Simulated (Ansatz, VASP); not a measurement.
# BaTiO3: VASP beside Ansatz, part 3 of 3

Wanted: the spread between two codes on one cell, functional and k mesh. The structure shown is the end of the Ansatz relaxation below.

VASP 6.6.1 and Ansatz 0.2.0.

So far. Step 6 (VASP: single point, PBEsol, pair 2): The run ends at a pressure of 0.96 GPa, with forces up to 0.055 eV/Å.

## (8) Ansatz: relaxation, PBEsol

Level of this step: Ansatz beside VASP: Kohn-Sham DFT, plane waves, PBEsol (Ansatz).

This run makes the geometry at which the two programs are then compared. The cell compared in this pair holds 193.37 Å³, against 191.88 Å³ for the pair before.

The structure compared here is the end of the Ansatz relaxation.

input.yaml reads:

```yaml
crystal:
  lattice:
    - [5.60639317, 0.0, 0.0]
    - [-2.803196585, 4.8552789088, 0.0]
    - [0.0, 0.0, 7.06352958]
  atoms:
    - { symbol: Ba, position: [0.0, 0.0, 0.9976672] }
    - { symbol: Ba, position: [0.6666667, 0.3333333, 0.3310005] }
    - { symbol: Ba, position: [0.3333333, 0.6666667, 0.6643338] }
    - { symbol: Ti, position: [0.0, 0.0, 0.4866358] }
    - { symbol: Ti, position: [0.6666667, 0.3333333, 0.8199691] }
    - { symbol: Ti, position: [0.3333333, 0.6666667, 0.1533024] }
    - { symbol: O, position: [0.1645852, 0.3291704, 0.3449657] }
    - { symbol: O, position: [0.6708296, 0.8354148, 0.3449657] }
    - { symbol: O, position: [0.1645852, 0.8354148, 0.3449657] }
    - { symbol: O, position: [0.8312518, 0.6625037, 0.678299] }
    - { symbol: O, position: [0.3374963, 0.1687482, 0.678299] }
    - { symbol: O, position: [0.8312518, 0.1687482, 0.678299] }
    - { symbol: O, position: [0.4979185, 0.995837, 0.0116324] }
    - { symbol: O, position: [0.004163, 0.5020815, 0.0116324] }
    - { symbol: O, position: [0.4979185, 0.5020815, 0.0116324] }
kpoints:
  mp_grid: { grid: [6, 6, 4] }
scf:
  occupations: { method: fermi_dirac, width: 0.02 }
hamiltonian:
  xc: pbesol
  pseudopotentials: { kind: paw, azcp: { folder: soft_1 }, xc_functional: pbe }
basis:
  ecutwfc: 600
output:
  forces: true
  stress: true
  write_density: true
  write_potential: true
  elf: true
  volumetric_format: npy
relax:
  f_tol: 0.005
  max_steps: 70
  cell: { stress_tol: 0.02, p_target: 0, fix: [c, alpha, beta, gamma] }
```

Command:

```sh
> ansatz run input.yaml --threads 4 --pin off --max-ram 10240MiB --backend cpu --events-out ev --progress --plain --runs-dir out
```

Numbers of over 12 decimals in the logs are rounded to 6 here.

Log:

```text
[...]
Crystal: 15 atoms, lattice volume = 192.274 Å³
Basis set: ecut = 600 eV, 6401 PW (Γ), exchange–correlation on 90×90×120 points (8 copies of the dense FFT grid, shifted against one another)
Bands: 75, of which v1, the nominal top of the filled ones, is band 60 counted from 1 (59 counted from 0)
Symmetry: 6 space group operations
[...]
- { symbol: O, position: [0.671211, 0.835606, 0.346662] }
    - { symbol: O, position: [0.164394, 0.835606, 0.346662] }
    - { symbol: O, position: [0.831061, 0.662122, 0.679995] }
    - { symbol: O, position: [0.337878, 0.168939, 0.679995] }
    - { symbol: O, position: [0.831061, 0.168939, 0.679995] }
    - { symbol: O, position: [0.497728, 0.995456, 0.013329] }
    - { symbol: O, position: [0.00454441, 0.502272, 0.013329] }
    - { symbol: O, position: [0.497728, 0.502272, 0.013329] }
[key lines of the parts left out:]
SCF converged after 8 iterations
Free energy (F): -30082.925743 eV
Fermi energy:    11.216622 eV
P = ⅓ Tr σ = -1.4445 GPa (-14.445 kbar)
```

## (9) VASP: single point, PBEsol, pair 3

The same cell, functional, mesh and smearing now go to VASP, with its own data sets.

INCAR reads:

```
SYSTEM = BaTiO3
PREC = Accurate
ENCUT = 600
EDIFF = 1E-06
NELM = 120
ISMEAR = -1
SIGMA = 0.02
LREAL = .FALSE.
ALGO = Normal
GGA = PS
NBANDS = 75
LASPH = .TRUE.
LORBIT = 11
LWAVE = .FALSE.
LCHARG = .FALSE.
ISIF = 2
GGA_COMPAT = .FALSE.
EFERMI = MIDGAP
KPAR = 4
```

POSCAR reads:

```
BaTiO3
1.0
    5.6223557205      0.0000000000      0.0000000000
   -2.8111778602      4.8691028831      0.0000000000
    0.0000000000      0.0000000000      7.0635295800
Ba Ti O
3 3 9
Direct
    0.0000000025      0.9999999975      0.9957140729
    0.6666666691      0.3333333309      0.3290474063
    0.3333333358      0.6666666642      0.6623807396
    0.0000000069      0.9999999931      0.4835003350
    0.6666666736      0.3333333264      0.8168336684
    0.3333333402      0.6666666598      0.1501670017
    0.1643944898      0.3287889230      0.3466618602
    0.6712110770      0.8356055102      0.3466618602
    0.1643944238      0.8356055762      0.3466619051
    0.8310611565      0.6621222564      0.6799951935
    0.3378777436      0.1689388435      0.6799951935
    0.8310610905      0.1689389095      0.6799952384
    0.4977278232      0.9954555897      0.0133285268
    0.0045444103      0.5022721768      0.0133285268
    0.4977277572      0.5022722428      0.0133285717
```

KPOINTS reads:

```
Automatic mesh
0
Gamma
6 6 4
0 0 0
```

The projector-augmented-wave data sets are Ba_sv, Ti_sv and O (PBE family, release 64).

Command:

```sh
> mpirun -np 4 vasp_std
```

Log:

```text
[... set-up lines as in an earlier step ...]
 entering main loop
       N       E                     dE             d eps       ncg     rms          rms(c)
DAV:   1     0.166297841230E+04    0.16630E+04   -0.64660E+04  3600   0.193E+03
DAV:   2     0.146728770364E+03   -0.15162E+04   -0.14278E+04  3839   0.535E+02
DAV:   3    -0.134643696371E+03   -0.28137E+03   -0.27394E+03  4634   0.212E+02
DAV:   4    -0.154727986837E+03   -0.20084E+02   -0.20022E+02  5221   0.578E+01
[...]
DAV:  15    -0.126002174320E+03   -0.83162E-05   -0.75214E-05  4581   0.557E-02    0.269E-02
DAV:  16    -0.126002163873E+03    0.10448E-04   -0.45474E-05  4709   0.412E-02    0.508E-03
DAV:  17    -0.126002163825E+03    0.47647E-07   -0.42847E-06  3693   0.111E-02
   1 F= -.12600216E+03 E0= -.12600216E+03  d E =0.000000E+00
```

Parts of OUTCAR (step 9):

```text
  Total        2.1170374      2.1170374     -3.3568299      0.0000000      0.0000000     -0.0000000
  in kB       17.5408274     17.5408274    -27.8131950      0.0000000      0.0000000     -0.0000000
  external PRESSURE =       2.4228199 kB  Pullay stress =       0.0000000 kB

 POSITION                                       TOTAL-FORCE (eV/Angst)
 -----------------------------------------------------------------------------------
     -2.81118      4.86910      7.03326         0.000000     -0.000000      0.043060
      2.81118      1.62303      2.32424         0.000000     -0.000000      0.043060
      0.00000      3.24607      4.67875         0.000000     -0.000000      0.043060
     -2.81118      4.86910      3.41522         0.000000     -0.000000      0.061249
      2.81118      1.62303      5.76973         0.000000     -0.000000      0.061249
      0.00000      3.24607      1.06071         0.000000     -0.000000      0.061249
      0.00000      1.60091      2.44866         0.000000      0.018918     -0.034770
      1.42475      4.06865      2.44866        -0.016384     -0.009459     -0.034770
     -1.42475      4.06865      2.44866         0.016384     -0.009459     -0.034770
      2.81118      3.22394      4.80317         0.000000      0.018918     -0.034770
      1.42475      0.82258      4.80317        -0.016384     -0.009459     -0.034770
      4.19760      0.82258      4.80317         0.016384     -0.009459     -0.034770
      0.00000      4.84698      0.09415         0.000000      0.018918     -0.034770
     -1.38643      2.44561      0.09415        -0.016384     -0.009459     -0.034770
      1.38643      2.44562      0.09415         0.016384     -0.009459     -0.034770
 -----------------------------------------------------------------------------------
    total drift:                               -0.000582      0.000336     -0.000312

  FREE ENERGIE OF THE ION-ELECTRON SYSTEM (eV)
  ---------------------------------------------------
  free  energy   TOTEN  =      -126.0021638249 eV

  energy  without entropy=     -126.0021638249  energy(sigma->0) =     -126.00216382

[... 1 part as in an earlier step ...]

[... 2 further parts left out ...]
[key lines of the parts left out:]
E-fermi :   4.7717
```

The run ends at a pressure of 0.24 GPa, with forces up to 0.061 eV/Å.

## (10) Side by side

The two programs side by side:

| quantity | Ansatz | VASP | difference |
| --- | --- | --- | --- |
| pressure (GPa) | -1.44 | 0.24 | -1.69 |
| gap on the k mesh (eV) | 2.471 | 2.418 | +0.053 |

Forces on 7 of the 15 atoms, those with the largest forces and the largest differences (eV/Å; atoms numbered as in POSCAR):

| atom | Ansatz x, y, z | VASP x, y, z |
| --- | --- | --- |
| Ba1 | 0.000, 0.000, 0.000 | 0.000, 0.000, 0.043 |
| Ba2 | 0.000, 0.000, 0.000 | 0.000, 0.000, 0.043 |
| Ba3 | 0.000, 0.000, 0.000 | 0.000, 0.000, 0.043 |
| Ti4 | 0.000, 0.000, 0.000 | 0.000, 0.000, 0.061 |
| Ti5 | 0.000, 0.000, 0.000 | 0.000, 0.000, 0.061 |
| Ti6 | 0.000, 0.000, 0.000 | 0.000, 0.000, 0.061 |
| O8 | 0.000, 0.000, 0.000 | -0.016, -0.009, -0.035 |

The forces differ by 26 meV/Å r.m.s., where the r.m.s. force is 0.000 eV/Å in Ansatz and 0.026 eV/Å in VASP: the atoms lie near their places of rest in Ansatz, so a percentage would say little (all taken over all components). A gap on the mesh is an upper bound, since the band edges may lie between its points.

## (11) What came out

```yaml
r_m_s_force_difference_single_point_pbesol_pair_1: 19 meV/Å
difference_in_pressure_single_point_pbesol_pair_1: -1.8 GPa
difference_in_gap_on_the_k_mesh_single_point_pbesol_pair_1: 0.062 eV
r_m_s_force_difference_single_point_pbesol_pair_2: 24 meV/Å
difference_in_pressure_single_point_pbesol_pair_2: -1.7 GPa
difference_in_gap_on_the_k_mesh_single_point_pbesol_pair_2: 0.060 eV
r_m_s_force_difference_single_point_pbesol_pair_3: 26 meV/Å
difference_in_pressure_single_point_pbesol_pair_3: -1.7 GPa
difference_in_gap_on_the_k_mesh_single_point_pbesol_pair_3: 0.053 eV
```

In words: The r.m.s. force difference is 26 meV/Å (single point, PBEsol, pair 3), beyond the 12 meV/Å picked in this series as the mark of a large difference. By the marks of this series, far apart in the single point, PBEsol, pair 1 pair: the r.m.s. force difference, 19 meV/Å and the difference in pressure, -1.8 GPa. What causes the difference of the single point, PBEsol, pair 1 pair stays open here. By the marks of this series, far apart in the single point, PBEsol, pair 2 pair: the r.m.s. force difference, 24 meV/Å and the difference in pressure, -1.7 GPa. What causes the difference of the single point, PBEsol, pair 2 pair stays open here. By the marks of this series, far apart in the single point, PBEsol, pair 3 pair: the r.m.s. force difference, 26 meV/Å and the difference in pressure, -1.7 GPa. How closely two codes agree says nothing of how well the functional describes the real material.

[Lines on the potential files, build, host, timing and source positions are cut from VASP's logs without a mark.]

[Logs are printed without paths, hosts, clocks, repeated set-up lines and the standing remarks that a program may print on its own settings, such as how far it seeks lower states.]

[Hosts, paths, dates, database ids (printed as entryN), source tags and the programs' standing remarks are cut or masked in the printed files.]
